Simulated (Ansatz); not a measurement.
Crystal: Ge.

```
Ge
1.0
     1.39715   -2.60052    0.00000
     1.39715    2.60052    0.00000
     0.00000    0.00000    2.69823
Ge
1
Cartesian
  1.3971 0.0000 0.0000
```

This isn't the form of Ge at room conditions, which is diamond.

- Program: Ansatz 0.2.0
- Task: relaxation of cell and atoms
- Functional: PBEsol
- Dispersion: D4
- Potentials or basis: Ansatz PAW
- Cutoff: 420 eV (not typed: the program's choice for these potentials)
- k mesh: 11 × 11 × 10
- Occupations: fermi-dirac, width 0.05 eV
- Spin: no spin polarisation

At the start: volume 19.61 Å³/atom.

Problem. How do energy, volume and symmetry change on relaxing?

Solution. It ends after 7 steps and the volume is 17.95 Å³/atom (-8.5 %); space group Cmmm (No. 65, to 0.05 Å).

Step by step:
| step | energy change (eV) | largest force (eV/Å) | volume (Å³) |
| --- | --- | --- | --- |
| 1 | 0.0000 | 0.0000 | 19.61 |
| 2 | -0.0365 | 0.0000 | 17.87 |
| 3 | -0.0372 | 0.0000 | 17.93 |
| 4 | -0.0374 | 0.0000 | 17.95 |
| 5 | -0.0375 | 0.0000 | 17.94 |
| 6 | -0.0375 | 0.0000 | 17.95 |
| 7 | -0.0371 | 0.0000 | 17.95 |

Final structure:
```
Ge
1.0
     1.38624   -2.44432    0.00000
     1.38624    2.44432    0.00000
     0.00000    0.00000    2.64827
Ge
1
Direct
  0.50000 0.50000 0.00000
```

Caveat: the plane-wave basis is chosen anew once the cell has moved, so the energies of steps on either side of that aren't comparable; pairwise dispersion overbinds metals, which lowers pressure and volume; the PAW data sets come from PBE, with cores solved anew for the run's functional, which leaves a small shift of forces and pressure.
